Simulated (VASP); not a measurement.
# Gap, carriers and strain in SbAs (Fm-3m), part 3 of 3

The runs below take SbAs at its given cell and follow the band edges through several levels. The cell is generated by rule, not measured, and may not be a known phase.

VASP 6.6.1, plane waves and PAW; the level of theory is named at each step.

Still holding for the runs below: The k-mesh is coarse for a metal.

So far. Step 3 (Bands on a dense mesh): At -4.5 GPa the cell is away from the equilibrium volume of this level: left free, it would shrink. Step 5 (Orbitals for bands with HSE06): The run ends at a pressure of -2.19 GPa.

The structure was built from a prototype and need not be the compound's stable phase.

**6. Bands with HSE06**

This step: HSE06; plane waves and PAW (As, Sb); invented cell (VASP 6.6.1).

A quarter of screened exact exchange corrects much of the semilocal gap error; its cost forces a coarser mesh.

Input file INCAR:

```
SYSTEM = SbAs
PREC = Accurate
ENCUT = 400
EDIFF = 1E-06
NELM = 100
ISMEAR = 0
SIGMA = 0.02
LREAL = .FALSE.
ALGO = Normal
LHFCALC = .TRUE.
AEXX = 0.25
GGA = PE
HFSCREEN = 0.2
LASPH = .TRUE.
NBANDS = 11
PRECFOCK = Fast
LORBIT = 11
LWAVE = .FALSE.
LCHARG = .FALSE.
KPAR = 4
ISIF = 2
```

Input file POSCAR:

```
SbAs
1.0
    0.0000000000      2.9500000000      2.9500000000
    2.9500000000      0.0000000000      2.9500000000
    2.9500000000      2.9500000000      0.0000000000
As Sb
1 1
Direct
    0.0000000000      0.0000000000      0.0000000000
    0.5000000000      0.5000000000      0.5000000000
```

Input file KPOINTS:

```
Automatic mesh
0
Gamma
4 4 4
0 0 0
```

Input file KPOINTS_OPT:

```
Line mode
8
Line-mode
Reciprocal
  0.00000000   0.00000000   0.00000000 GAMMA
  0.50000000   0.00000000   0.50000000 X

  0.50000000   0.00000000   0.50000000 X
  0.50000000   0.25000000   0.75000000 W

  0.50000000   0.25000000   0.75000000 W
  0.37500000   0.37500000   0.75000000 K

  0.37500000   0.37500000   0.75000000 K
  0.00000000   0.00000000   0.00000000 GAMMA

  0.00000000   0.00000000   0.00000000 GAMMA
  0.50000000   0.50000000   0.50000000 L

  0.50000000   0.50000000   0.50000000 L
  0.62500000   0.25000000   0.62500000 U

  0.62500000   0.25000000   0.62500000 U
  0.50000000   0.25000000   0.75000000 W

  0.50000000   0.25000000   0.75000000 W
  0.50000000   0.50000000   0.50000000 L

  0.50000000   0.50000000   0.50000000 L
  0.37500000   0.37500000   0.75000000 K

  0.62500000   0.25000000   0.62500000 U
  0.50000000   0.00000000   0.50000000 X
```

The projector-augmented-wave data sets are As and Sb (PBE family, release 64).

The WAVECAR or CHGCAR of an earlier step is read.

Run with:

```
mpirun -np 4 vasp_std
```

What it wrote:

```text
[banner, memory and clock lines left out]
running    4 mpi-ranks, on    1 nodes
 distrk:  each k-point on    1 cores,    4 groups
 distr:  one band on    1 cores,    1 groups

 POSCAR found type information on POSCAR AsSb
 POSCAR found :  2 types and       2 ions
 LDA part: xc-table for (Slater+PW92), standard interpolation
 found WAVECAR, reading the header
 POSCAR, INCAR and KPOINTS ok, starting setup
 FFT: planning ... GRIDC
 FFT: planning ... GRID_SOFT
 FFT: planning ... GRID
 reading WAVECAR
 the WAVECAR file was read successfully
 initial charge from wavefunction
 entering main loop
       N       E                     dE             d eps       ncg     rms          rms(c)
DAV:   1    -0.104930611795E+02   -0.10493E+02   -0.17266E+00   176   0.846E+00    0.136E+01
DAV:   2    -0.104986807369E+02   -0.56196E-02   -0.15498E-02   185   0.112E+00    0.871E+00
DAV:   3    -0.104964541237E+02    0.22266E-02   -0.20254E-03   182   0.250E-01    0.531E+00
DAV:   4    -0.104958255049E+02    0.62862E-03   -0.69730E-04   185   0.136E-01    0.317E+00
DAV:   5    -0.104956463806E+02    0.17912E-03   -0.19233E-04   185   0.731E-02    0.189E+00
DAV:   6    -0.104956012600E+02    0.45121E-04   -0.59391E-05   185   0.399E-02    0.112E+00
DAV:   7    -0.104955926051E+02    0.86549E-05   -0.16495E-05   185   0.216E-02    0.664E-01
DAV:   8    -0.104955938181E+02   -0.12130E-05   -0.43744E-06   188   0.115E-02    0.393E-01
DAV:   9    -0.104955963127E+02   -0.24946E-05   -0.11669E-06   127   0.624E-03    0.234E-01
DAV:  10    -0.104955982504E+02   -0.19377E-05   -0.49834E-07   103   0.450E-03    0.139E-01
DAV:  11    -0.104955992956E+02   -0.10452E-05   -0.12550E-07    88   0.247E-03    0.828E-02
DAV:  12    -0.104956002627E+02   -0.96701E-06   -0.36425E-08    88   0.145E-03
   1 F= -.10495600E+02 E0= -.10495248E+02  d E =-.705237E-03
 Start KPOINTS_OPT (optional k-point list driver)
k-point batch [1-8\80]
       N       E                     dE             ncg
DAV:   1     0.281596701142E+03   -0.10547E+04      176
DAV:   2     0.124561274009E+02   -0.26914E+03      222
DAV:   3    -0.682547769452E+01   -0.19282E+02      239
DAV:   4    -0.708236102520E+01   -0.25688E+00      216
DAV:   5    -0.708487969597E+01   -0.25187E-02      214
DAV:   6    -0.708490380023E+01   -0.24104E-04      202
DAV:   7    -0.708490418282E+01   -0.38259E-06      194
[...]
k-point batch [73-80\80]
       N       E                     dE             ncg
DAV:   1     0.144981494647E+03   -0.22328E+04      176
DAV:   2    -0.725625240405E+02   -0.21754E+03      256
DAV:   3    -0.834362627825E+02   -0.10874E+02      217
DAV:   4    -0.835709701812E+02   -0.13471E+00      197
DAV:   5    -0.835723038517E+02   -0.13337E-02      215
DAV:   6    -0.835723280833E+02   -0.24232E-04      200
DAV:   7    -0.835723288054E+02   -0.72212E-06      192
```

Run time: 3.4 min. Hardware: 4 MPI ranks of AMD EPYC 7R43, shared host; peak memory 0.87 GiB; 13 min of CPU time.

From OUTCAR (step 6):

```text
   k-points           NKPTS =      8   k-points in BZ     NKDIM =     64   number of bands    NBANDS=     11

   NELECT =      10.0000    total number of electrons

  exchange ACFDT corr.  =         0.00000000  see jH, gK, PRB 81, 115126

 E-fermi :   5.9870

 k-point     1 :       0.0000    0.0000    0.0000
  band No.  band energies     occupation
      1      -8.8077      2.00000
      2       0.5076      2.00000
      3       4.0370      2.00000
      4       4.0370      2.00000
      5       4.0370      2.00000
      6      10.2296      0.00000
      7      10.2296      0.00000
      8      10.2296      0.00000
      9      11.9569      0.00000
     10      11.9569      0.00000
    ...

  Total       -1.8925717     -1.8925717     -1.8925717      0.0000000      0.0000000      0.0000000
  in kB      -59.0563883    -59.0563883    -59.0563883      0.0000000      0.0000000      0.0000000
  external PRESSURE =     -59.0563883 kB  Pullay stress =       0.0000000 kB

 POSITION                                       TOTAL-FORCE (eV/Angst)
 -----------------------------------------------------------------------------------
      0.00000      0.00000      0.00000         0.000000     -0.000000     -0.000000
      2.95000      2.95000      2.95000        -0.000000      0.000000      0.000000
 -----------------------------------------------------------------------------------
    total drift:                                0.000004      0.000004      0.000004

  FREE ENERGIE OF THE ION-ELECTRON SYSTEM (eV)
  ---------------------------------------------------
  free  energy   TOTEN  =       -10.4956002627 eV

  energy  without entropy=      -10.4948950257  energy(sigma->0) =      -10.49524764

[... 7 parts as in an earlier step ...]

[... 9 further parts left out ...]
```

The k-mesh is coarse for exact exchange; in a metal the Fermi energy and the levels can shift by several tenths of an eV on a finer one.

Numbers from this step:

- free energy (TOTEN): -10.50 eV
- energy at zero smearing: -10.50 eV
- Fermi energy: 5.987 eV
- pressure: -5.906 GPa

Electronic bands along the path, in eV, zero at the Fermi level; # counts the bands kept, so #1 is VASP's band 2:

```
          point      #1     #2     #3     #4     #5    #6    #7    #8
              Γ   -5.48  -1.95  -1.95  -1.95   4.24  4.24  4.24  5.97
0.57 of the way   -7.93  -3.47  -3.47  -3.15   3.64  3.74  5.27  5.27
              X   -8.53  -6.64  -4.16  -4.16   2.90  6.32  6.32  8.12
0.43 of the way   -9.11  -6.45  -4.56  -3.04   3.66  4.43  6.51  7.78
              W   -9.93  -5.65  -5.65   0.11   0.64  6.15  6.15  7.45
0.57 of the way   -9.89  -6.03  -4.60  -1.70   2.48  5.06  6.04  7.09
              K   -9.88  -6.12  -3.49  -3.03   3.88  4.32  5.19  7.25
0.43 of the way   -9.00  -4.16  -0.96  -0.19   0.38  1.14  5.22  6.71
              Γ   -5.48  -1.95  -1.95  -1.95   4.24  4.24  4.24  5.97
0.43 of the way   -7.56  -1.80  -1.80  -0.90   2.29  2.29  2.69  6.23
              L  -10.91  -1.02  -1.02  -0.11  -0.11  0.00  0.88  9.65
0.43 of the way  -10.68  -3.69  -2.23  -1.56   1.47  2.03  3.80  7.88
              U   -9.88  -6.12  -3.49  -3.03   3.88  4.32  5.19  7.25
0.43 of the way   -9.89  -6.03  -4.60  -1.70   2.48  5.06  6.04  7.09
              W   -9.93  -5.65  -5.65   0.11   0.64  6.15  6.15  7.45
0.43 of the way  -10.39  -4.53  -4.31  -0.11   0.33  4.59  5.24  7.31
              L  -10.91  -1.02  -1.02  -0.11  -0.11  0.00  0.88  9.65
0.43 of the way  -10.68  -3.69  -2.23  -1.56   1.47  2.03  3.80  7.88
              K   -9.88  -6.12  -3.49  -3.03   3.88  4.32  5.19  7.25
      jump to U   -9.88  -6.12  -3.49  -3.03   3.88  4.32  5.19  7.25
0.57 of the way   -8.88  -6.54  -4.03  -3.89   3.30  5.66  5.90  7.95
              X   -8.53  -6.64  -4.16  -4.16   2.90  6.32  6.32  8.12
```

Of the projections kept (As, Sb), the largest for each band there; the rest of the weight can lie on other orbitals:

```
point       #1       #2       #3       #4       #5       #6       #7       #8
    Γ  Sb 0.52  As 0.59  As 0.59  As 0.59  Sb 0.64  Sb 0.64  Sb 0.64  Sb 0.62
    X  Sb 0.73  Sb 0.52  As 0.52  As 0.52  Sb 0.60  Sb 0.52  Sb 0.52  As 0.62
    W  Sb 0.95  Sb 0.51  Sb 0.51  As 0.79  Sb 0.83  As 0.78  As 0.78  Sb 0.66
    K  Sb 0.88  Sb 0.51  As 0.54  Sb 0.54  Sb 0.55  As 0.63  Sb 0.80  As 0.66
    Γ  Sb 0.52  As 0.59  As 0.59  As 0.59  Sb 0.64  Sb 0.64  Sb 0.64  Sb 0.62
    L  Sb 0.90  As 0.93  As 0.93  Sb 0.94  Sb 0.94  Sb 0.59  As 0.52  As 0.66
```

The electronic bands as a text plot (rows in eV, shown from -8.0 to 4.8 only):

```
    4.6 | ***      *     *    ****             *              *
    4.0 |*  *       *    *        **        * **     *    *  *
    3.5 |    ***   **     *     **  *        **      *      ** *
    3.0 | *     ***     *           **       *        *    **   *
    2.4 |                 **   *     *     *    *
    1.9 |   *          *       *      *     *         **  **
    1.4 |            *     ***        **  ***    *       **
    0.8 |  *          *       *        *** *      **   **
    0.3 |                   ***         * *       *****  *
   -0.3 |  *          *     **         ****         ******
   -0.8 |            *      ****     **  * *     *      *
   -1.3 | * *          *   *   ***  *  ** * *          * **
   -1.9 |**                *    *******   **    *      * * *
   -2.4 |  *        *   * *    ***          **        *   ***
   -2.9 |   ***    *     **                * ***      *     **
   -3.5 |    **          *    *             * **     *    *  **
   -4.0 |      ****     *   **                       *         **
   -4.5 |          *                            *          *
   -5.1 |      *    *  *   *                 *   *  *       *
   -5.6 |*           **   *       **          *   **         *
   -6.1 | *     *   ** ***      **             ***            *
   -6.7 |  *     ***           *    *                          **
   -7.2 |   *
   -7.7 |    **                      *
         Γ       X    W  K        Γ      L     U  W     L   K|U X
```

**7. Results**

```
gap, PBEsol                            : none
gap with spin-orbit coupling           : none
gap, HSE06 without spin-orbit coupling : none
```

What this shows: At this level the bands overlap or touch. Masses were not obtained, since there is no gap at this level. The strain response was not obtained, since there is no gap at this level.

[Lines on the potential files, build, host, timing and source positions are cut from VASP's logs without a mark.]

[Logs are printed without paths, hosts, clocks, repeated set-up lines and the standing remarks that a program may print on its own settings, such as how far it seeks lower states.]

[Hosts, paths, dates, database ids (printed as entryN), source tags and the programs' standing remarks are cut or masked in the printed files.]

[In band tables of VASP the shares of atoms and orbitals are scaled to a sum of 1 inside the atoms' spheres.]

[Gaps and slopes under strain along one axis are those of the sampled path and mesh points; where strain splits equal valleys, another of them can be the edge.]
